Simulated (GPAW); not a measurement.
# BN (F-43m) in GPAW: band structure with r2SCAN

Aim: the band structure of BN with r2SCAN.

All numbers are computed with GPAW 26.7.0; they aren't measurements. Logs are shortened: lines on timing, memory, paths and dates and some standing lists are left out, and cuts for length are marked. The log counts tension as positive stress, the text compression.

**What was measured.**

A printed reference work, monograph reports, for a bulk crystal of BN at 300 K: band gap 6.4 eV (indirect).

The runs below are set against these values where they give the same quantity.

**1. The structure**

The structure is cubic, space group F-43m (No. 216). The conventional cell has a = 3.626 Å, b = 3.626 Å, c = 3.626 Å, α = 90.00°, β = 90.00°, γ = 90.00°. N (site symmetry -43m) is surrounded by 4 B at 1.57 Å. Around B (site symmetry -43m) lie 4 N at 1.57 Å.

The cell is a database's computed one.

**2. Band structure, r2SCAN**

File run.py:

```python
from ase.dft.bandgap import bandgap
from ase.io import read, write
from ase.units import GPa
from gpaw import GPAW, PW

atoms = read('POSCAR')

calc = GPAW(mode=PW(800),
            xc='MGGA_X_R2SCAN+MGGA_C_R2SCAN',
            kpts={'size': (13, 13, 13), 'gamma': True},
            occupations={'name': 'fermi-dirac', 'width': 0.05},
            nbands=11,
            convergence={'density': 1e-05, 'energy': 1e-05},
            maxiter=150,
            txt='gpaw.txt')
atoms.calc = calc
energy = atoms.get_potential_energy()
forces = atoms.get_forces()
stress = atoms.get_stress()
calc.write('gs.gpw')
write('result.traj', atoms)
print(f'Energy: {energy:.6f} eV')
print('Forces (eV/A):')
print(forces.round(4))
print('Stress (GPa):', (stress / GPa).round(3))
print('Fermi level:', round(calc.get_fermi_level(), 4), 'eV')
print(f'Gap: {bandgap(calc)[0]:.4f} eV, direct: {bandgap(calc, direct=True)[0]:.4f} eV')

path = atoms.cell.bandpath('GXWKGLUWLK,UX', npoints=100, eps=1e-4)
bs_calc = calc.fixed_density(kpts=path, symmetry='off', nbands=18,
                             convergence={'bands': 'CBM+6.0', 'eigenstates': 1e-6}, txt='bands.txt')
bs = bs_calc.band_structure()
bs.write('bs.json')
print(f'Gap on the path: {bandgap(bs_calc)[0]:.4f} eV')
```

File POSCAR:

```
BN
1.0
    0.0000000000      1.8130010000      1.8130010000
    1.8130010000      0.0000000000      1.8130010000
    1.8130010000      1.8130010000      0.0000000000
N B
1 1
Direct
    0.2500000000      0.2500000000      0.2500000000
    0.0000000000      0.0000000000      0.0000000000
```

Potentials or basis: GPAW PAW data sets (gpaw-data 1.2.1), pw.

Run with:

```sh
OMP_NUM_THREADS=1 python run.py
```

gpaw.txt:

```text
__  _  _
 | _ |_)|_||  |
 |__||  | ||/\| - 26.7.0

Input parameters:
  mode=PW(ecut=800.0),
  convergence={'density': 1e-05, 'energy': 1e-05},
  kpts=MonkhorstPack(size=(13, 13, 13), gamma=True),
  maxiter=150,
  nbands=11,
  occupations=Occupations(name='fermi-dirac', width=0.05),
  xc=XC(name='MGGA_X_R2SCAN+MGGA_C_R2SCAN')

Diagonalizing LCAO Hamiltonian
Converting LCAO to pw mode

          N
       B

Atoms  # Å, Bohr magnetons
|   | symbol |        x |        y |        z |    initial magnetic moments |
|---|--------|----------|----------|----------|-----------------------------|
| 0 |      N | 0.906501 | 0.906501 | 0.906501 | ( 0.0000,  0.0000,  0.0000) |
| 1 |      B | 0.000000 | 0.000000 | 0.000000 | ( 0.0000,  0.0000,  0.0000) |

Unit cell  # Å
| periodic |        x |        y |        z |  lengths |    angles |
|----------|----------|----------|----------|----------|-----------|
|      yes | 0.000000 | 1.813001 | 1.813001 | 2.563971 | 60.000000 |
|      yes | 1.813001 | 0.000000 | 1.813001 | 2.563971 | 60.000000 |
|      yes | 1.813001 | 1.813001 | 0.000000 | 2.563971 | 60.000000 |

Number of symmetries: 24
Symmetry operations  # r_c * U_cc + t_c -> r_c
|    | kind |            matrix            |
|----|------|------------------------------|
|  0 |  E   |  1, 0, 0,  0, 1, 0,  0, 0, 1 |
|  1 |  σ   |  1, 0, 0,  0, 0, 1,  0, 1, 0 |
|  2 |  σ   |  1, 0,-1,  0, 1,-1,  0, 0,-1 |
|  3 |  C3  |  1, 0,-1,  0, 0,-1,  0, 1,-1 |
|  4 |  C3  |  1,-1, 0,  0,-1, 1,  0,-1, 0 |
|  5 |  σ   |  1,-1, 0,  0,-1, 0,  0,-1, 1 |
|  6 |  σ   |  0, 1, 0,  1, 0, 0,  0, 0, 1 |
|  7 |  C3  |  0, 1, 0,  0, 0, 1,  1, 0, 0 |
|  8 |  C2  |  0, 1,-1,  1, 0,-1,  0, 0,-1 |
|  9 |  S4  |  0, 1,-1,  0, 0,-1,  1, 0,-1 |
| 10 |  C3  |  0, 0, 1,  1, 0, 0,  0, 1, 0 |
| 11 |  σ   |  0, 0, 1,  0, 1, 0,  1, 0, 0 |
| 12 |  S4  |  0, 0,-1,  1, 0,-1,  0, 1,-1 |
| 13 |  C3  |  0, 0,-1,  0, 1,-1,  1, 0,-1 |
| 14 |  S4  |  0,-1, 1,  1,-1, 0,  0,-1, 0 |
| 15 |  C2  |  0,-1, 1,  0,-1, 0,  1,-1, 0 |
| 16 |  C3  |  0,-1, 0,  1,-1, 0,  0,-1, 1 |
| 17 |  S4  |  0,-1, 0,  0,-1, 1,  1,-1, 0 |
| 18 |  S4  | -1, 1, 0, -1, 0, 1, -1, 0, 0 |
| 19 |  C3  | -1, 1, 0, -1, 0, 0, -1, 0, 1 |
| 20 |  C3  | -1, 0, 1, -1, 1, 0, -1, 0, 0 |
| 21 |  S4  | -1, 0, 1, -1, 0, 0, -1, 1, 0 |
| 22 |  σ   | -1, 0, 0, -1, 1, 0, -1, 0, 1 |
| 23 |  C2  | -1, 0, 0, -1, 0, 1, -1, 1, 0 |

BZ-sampling:
  Number of BZ points: 2197
  Number of IBZ points: 84

  Monkhorst-Pack size: [13, 13, 13]
  Monkhorst-Pack shift: [0, 0, 0]

K-points  # in reciprocal-cell coordinates
|     |                                coordinates |     weight |
|-----|--------------------------------------------|------------|
|   0 | (  0.00000000,   0.00000000,   0.00000000) | 0.00045517 |
|   1 | (  0.07692308,   0.07692308,   0.00000000) | 0.00273100 |
|   2 | (  0.07692308,   0.07692308,   0.07692308) | 0.00364133 |
|   3 | (  0.15384615,   0.07692308,   0.07692308) | 0.00546199 |
|   4 | (  0.15384615,   0.15384615,   0.00000000) | 0.00273100 |
|   5 | (  0.15384615,   0.15384615,   0.07692308) | 0.01092399 |
|   6 | (  0.15384615,   0.15384615,   0.15384615) | 0.00364133 |
|   7 | (  0.23076923,   0.15384615,   0.07692308) | 0.01092399 |
|   8 | (  0.23076923,   0.15384615,   0.15384615) | 0.01092399 |
|   9 | (  0.23076923,   0.23076923,   0.00000000) | 0.00273100 |
| ... |                                            |            |
|  83 | (  0.46153846,   0.46153846,   0.46153846) | 0.00364133 |

Plane wave coefficients: 623
Cutoff: 800.0 eV

Spin-components: 1 (collinear spins)
Bands:           11
Projectors:      10
Spin-degeneracy: 2
Datatype:        complex128

Parallelization:
  kpt:    1
  domain: 1
  band:   1

Density:
  Valence electrons: 8.0
  Components: 1
  Grid points: [18 18 18]
  Charge: 0.0  # |e|

Potential:
  Grid points: [18 18 18]

species:
  N:
    name:    Nitrogen
    Z:       7.0
    valence: 5
    core:    2
    charge:  0.0  # [|e|]
    compensation charges:
      type: gauss
      rc: 0.18  # [Å]
      lmax: 2
    cutoffs:
      filter: 1.11  # [Å]
      core: 0.96  # [Å]
    projectors
    | kind |    occ | energy [eV] | rcut [Å] |
    |------|--------|-------------|----------|
    |   2s |  2.000 |     -18.583 |    0.603 |
    |   2p |  3.000 |      -7.089 |    0.529 |
    |    s |        |       8.629 |    0.603 |
    |    p |        |      20.123 |    0.529 |
    |    d |        |       0.000 |    0.577 |

    Using partial waves for N as LCAO basis

  B:
    name:    Boron
    Z:       5.0
    valence: 3
    core:    2
    charge:  0.0  # [|e|]
    compensation charges:
      type: gauss
      rc: 0.20  # [Å]
      lmax: 2
    cutoffs:
      filter: 1.14  # [Å]
      core: 1.38  # [Å]
    projectors
    | kind |    occ | energy [eV] | rcut [Å] |
    |------|--------|-------------|----------|
    |   2s |  2.000 |      -9.443 |    0.635 |
    |   2p |  1.000 |      -3.606 |    0.635 |
    |    s |        |      17.768 |    0.635 |
    |    p |        |      23.605 |    0.635 |
    |    d |        |       0.000 |    0.635 |

    Using partial waves for B as LCAO basis

Reference energy: -2151.211071  # eV

eigensolver:
  PPCG
  Converge bands: occupied
  niter=2

density mixing:
  MSR1-Mixer
  Pratt-step length: 0.05
  Maximum mixing coefficient: 0.75
  Old densities: 10
  SVD Regularization: 0.005
  Good broyden scale: 1.0
  Trust region scale: 1.0
  Backstep threshold: 4.0
  History deletion threshold: 6.0
  Fourier metric: weight=20.0, sigma=0.015

occupation numbers:
  Fermi-Dirac:
    width: 0.0500  # eV

poisson solver:
  ecut: 6400.0  # eV

xc functional:
  name: MGGA_X_R2SCAN+MGGA_C_R2SCAN with 2 nearest neighbor stencil

convergence criteria:
- Maximum integral of absolute [dens]ity change: 1e-05 electrons / valence electron
- Maximum [total energy] change in last 3 cyles: 1e-05 eV / valence electron
- Maximum integral of absolute [eigenst]ate change: 4e-08 eV^2 / valence electron
maximum number of iterations: 150

SCF iterations
|iter     | |      energy | eigst |  dens |
|---------|-|-------------|-------|-------|
|iter:   1| |  -22.375562 | +0.07 |       |
|iter:   2| |  -19.626744 | -1.46 | -0.75 |
|iter:   3| |  -19.216645 | -1.13 | -0.78 |
|iter:   4| |  -19.204491 | -2.67 | -1.30 |
|iter:   5| |  -19.207626 | -3.13 | -1.66 |
|iter:   6| |  -19.207875 | -4.97 | -2.50 |
|iter:   7| |  -19.207901 | -5.76 | -3.14 |
|iter:   8| |  -19.207902c| -6.99 | -4.03 |
|iter:   9| |  -19.207902c| -8.25c| -4.69 |
|iter:  10| |  -19.207902c| -9.42c| -5.88c|

Converged in 10 steps
Energy contributions relative to reference atoms: (reference = -2151.211071)

Energy contributions:
  Kinetic:          13.949188
  Coulomb:         -13.270968
  Zero:              0.069511
  External:          0.000000
  Xc:              -19.955632
  Entropy:          -0.000000
  Spinorbit:         0.000000
  ----------------------------
  Free energy:     -19.207902
  Extrapolated:    -19.207902

dipole moment: (-7.285260, -7.285260, -7.285260)  # |e|*Ang

Fermi level: 10.804
Eigenvalues  # (at kpt = [0.000, 0.000, 0.000])
| band index |      eig [eV] | occ [0-2] |
|------------|---------------|-----------|
|          0 |       -11.402 |     2.000 |
|          1 |         9.772 |     2.000 |
|          2 |         9.772 |     2.000 |
|          3 |         9.772 |     2.000 |
|          4 |        19.277 |     0.000 |
|          5 |        19.277 |     0.000 |
|          6 |        19.277 |     0.000 |
|          7 |        20.690 |     0.000 |
|          8 |        35.750 |     0.000 |
|          9 |        38.380 |     0.000 |
|         10 |        39.002 |     0.000 |

Gap: 5.065 eV
Transition (v -> c):
  (s=0, k=0, n=3, [0.00, 0.00, 0.00]) -> (s=0, k=77, n=4, [0.46, 0.46, 0.00])
Direct/indirect transitions are different
Direct gap: 9.504 eV
Transition at: (s=0, k=0, n=3, [0.00, 0.00, 0.00])

Forces  # eV/Ang
|       x |        y |        z |
|---------|----------|----------|
| 0.00000 | -0.00000 | -0.00000 |  # N    0
| 0.00000 |  0.00000 |  0.00000 |  # B    1

Stress tensor  # eV/Ang^3
|         x |         y |         z |
|-----------|-----------|-----------|
|  0.039242 | -0.000000 | -0.000000 |
| -0.000000 |  0.039242 | -0.000000 |
| -0.000000 | -0.000000 |  0.039242 |

# Writing to gs.gpw (mode='')
```

Run time: 64 s. Hardware: 1 thread of Arm Neoverse V2, shared host; peak memory 0.22 GiB.

What came out:

```
Free energy             : -19.2079 eV
Pressure                : -6.3 GPa
Band gap on the k mesh  : 5.06 eV, indirect (least direct gap 9.50 eV)
Band gap along the path : 4.99 eV, indirect (least direct gap 9.50 eV)
```

Levels at the corners of the path, in eV from the valence-band top:
| point | band 1 | band 2 | band 3 | band 4 | band 5 | band 6 | band 7 | band 8 |
| --- | --- | --- | --- | --- | --- | --- | --- | --- |
| Γ | -21.17 | 0.00 | 0.00 | 0.00 | 9.50 | 9.50 | 9.50 | 10.92 |
| X | -15.52 | -9.25 | -5.05 | -5.05 | 4.99 | 9.77 | 19.14 | 19.14 |
| W | -15.23 | -7.92 | -7.13 | -6.61 | 10.30 | 14.17 | 15.41 | 15.42 |
| K | -15.45 | -8.45 | -7.82 | -4.19 | 7.49 | 13.60 | 16.87 | 17.78 |
| Γ | -21.17 | 0.00 | 0.00 | 0.00 | 9.50 | 9.50 | 9.50 | 10.92 |
| L | -16.92 | -10.99 | -2.00 | -2.00 | 10.67 | 11.44 | 11.44 | 16.32 |
| U | -15.45 | -8.45 | -7.82 | -4.19 | 7.49 | 13.60 | 16.87 | 17.78 |
| W | -15.23 | -7.92 | -7.13 | -6.61 | 10.30 | 14.17 | 15.41 | 15.42 |
| L | -16.92 | -10.99 | -2.00 | -2.00 | 10.67 | 11.44 | 11.44 | 16.32 |
| K | -15.45 | -8.45 | -7.82 | -4.19 | 7.49 | 13.60 | 16.87 | 17.78 |
| U | -15.45 | -8.45 | -7.82 | -4.19 | 7.49 | 13.60 | 16.87 | 17.78 |
| X | -15.52 | -9.25 | -5.05 | -5.05 | 4.99 | 9.77 | 19.14 | 19.14 |

Caveat: the PAW data sets were made with another functional, which shifts forces and pressure a little.

**3. How close it comes**

Step 2. Measured gap of BN: 6.4 eV (indirect; 300 K; a printed reference work, monograph). This calculation gives 4.99 eV (-1.41 eV). The value is that of r2SCAN, without temperature or zero-point motion. The cell is a database's relaxed one, not the measured one, which moves gaps too.
